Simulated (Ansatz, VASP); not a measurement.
Two plane-wave programs on K

```xyz
1
Lattice="-2.7505 2.7505 2.7505 2.7505 -2.7505 2.7505 2.7505 2.7505 -2.7505" Properties=species:S:1:pos:R:3 pbc="T T T"
K     0.0000    0.0000    0.0000
```

Alike in both runs: task single point; functional PBEsol; k mesh 7 × 7 × 7; occupations fermi-dirac, width 0.05 eV; no spin polarisation.

```csv
,VASP,Ansatz
version,VASP 6.6.1,Ansatz 0.2.0
potentials or method,"VASP PAW PBE potentials, release 64 (K_sv)",JTH PAW
plane-wave cutoff (eV),520,690
valence electrons in the cell,9,9
```

```csv
,VASP,Ansatz,Ansatz less VASP
gap on the k mesh at the Fermi level (eV),none,none,-
pressure (GPa),-0.5,-0.4,+0.01
```

A gap of «none» marks a metal or a gap that the smearing closes. With one functional, cell and mesh, what is left measures potentials, basis and numerics.

Caveats: the PAW data sets were made with another functional, which shifts forces and pressure a little (VASP).
